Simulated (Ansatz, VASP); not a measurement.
**KMgF3: VASP beside Ansatz**

```xyz
5
Lattice="3.9914 0.0000 0.0000 0.0000 3.9914 0.0000 0.0000 0.0000 3.9914" Properties=species:S:1:pos:R:3 pbc="T T T"
K     1.9957    1.9957    1.9957
Mg    0.0000    0.0000    0.0000
F     1.9957    0.0000    0.0000
F     0.0000    1.9957    0.0000
F     0.0000    0.0000    1.9957
```

Alike in both runs: functional PBEsol; k mesh 6 × 6 × 6; no spin polarisation.

Ansatz relaxed the structure, and its values are those at the end. VASP's run is a single point on that final structure, the one shown.

|  | VASP | Ansatz |
| --- | --- | --- |
| version | VASP 6.6.1 | Ansatz 0.2.0 |
| potentials or method | VASP PAW PBE potentials, release 64 (K_sv, Mg, F) | scalar-relativistic, plane waves, PAW |
| plane-wave cutoff (eV) | 520 | 560 |
| occupations | gaussian, width 0.01 eV | fixed |
| valence electrons in the cell | 32 | 40 |

|  | VASP | Ansatz | Ansatz less VASP |
| --- | --- | --- | --- |
| gap on the k mesh at the Fermi level (eV) | 7.09 | 7.11 | +0.022 |
| least direct gap on the mesh (eV) | 7.42 | 7.44 | +0.020 |
| pressure (GPa) | -0.4 | 0.0 | +0.39 |

The two sets of potentials don't hold the same shells in valence.

Caveats: the PAW data sets were made with another functional, which shifts forces and pressure a little (VASP). PBEsol gaps usually lie below the measured ones, often by a third to a half. A k mesh can miss the band edges.
